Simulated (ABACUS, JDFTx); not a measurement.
Given: the input of a run of ABACUS 3.10.1 on LiCl. 

INPUT

```
INPUT_PARAMETERS
suffix              LiCl
calculation         scf
basis_type          pw
pseudo_dir          ./
symmetry            1
dft_functional      pz
ecutwfc             74
pseudo_rcut         10
nspin               1
nbands              15
ks_solver           dav
smearing_method     fd
smearing_sigma      0.00367493
scf_thr             1e-08
scf_nmax            100
mixing_type         broyden
mixing_beta         0.7
cal_force           1
cal_stress          1
out_chg             1
kpar                4
```

File STRU:

```
ATOMIC_SPECIES
Cl 35.4500 Cl.upf
Li 6.9400 Li.upf

LATTICE_CONSTANT
6.8542870774

LATTICE_VECTORS
0.0000000000 0.7071067812 0.7071067812
0.7071067812 0.0000000000 0.7071067812
0.7071067812 0.7071067812 0.0000000000

ATOMIC_POSITIONS
Cartesian

Cl
0.0
1
0.7071067812 0.7071067812 0.7071067812 1 1 1

Li
0.0
1
0.0000000000 0.0000000000 0.0000000000 1 1 1
```

Contents of KPT:

```
K_POINTS
0
Gamma
7 7 7 0 0 0
```

Potentials or basis: PseudoDojo NC SR 0.4.1 LDA standard, plane waves.

The run is started by

```console
$ OMP_NUM_THREADS=1 mpirun -np 4 abacus > log
```

What does the same run look like in JDFTx 1.7.0 (patched build)? Potentials or basis there: SG15-PBE-1.2 with smoothed tails, cutoff 1088 eV.

As run (cutoffs and basis follow the program's own potentials, and thresholds, step limits or extra output files can differ):

Contents of LiCl.in:

```
lattice \
    0.0000000000     4.8467128727     4.8467128727 \
    4.8467128727     0.0000000000     4.8467128727 \
    4.8467128727     4.8467128727     0.0000000000
coords-type Cartesian
ion Cl     4.8467128727     4.8467128727     4.8467128727 1
ion Li     0.0000000000     0.0000000000     0.0000000000 1

ion-species pseudo/Cl.upf
ion-species pseudo/Li.upf
elec-cutoff 40 320
elec-ex-corr lda-PW
kpoint-folding 7 7 7
elec-smearing Fermi 0.0018374661
elec-n-bands 10
electronic-SCF nIterations 100 energyDiffThreshold 1e-09
electronic-minimize nIterations 30 energyDiffThreshold 1e-7
converge-empty-states yes
forces-output-coords Cartesian

dump-name run.$VAR
dump End Ecomponents EigStats BandEigs Kpoints Forces Stress ElecDensity KEdensity
```

Potentials or basis: SG15-PBE-1.2 with smoothed tails.

The run is started by

```sh
$ jdftx -c 1 -i LiCl.in -o LiCl.out
```

Both were run:

|  | ABACUS | JDFTx |
| --- | --- | --- |
| Pressure | -3.3 GPa | -2.8 GPa |

JDFTx's potentials were made for PBE.

The two programs' LDA may be different fits to the electron gas.

Pressure is positive in compression.
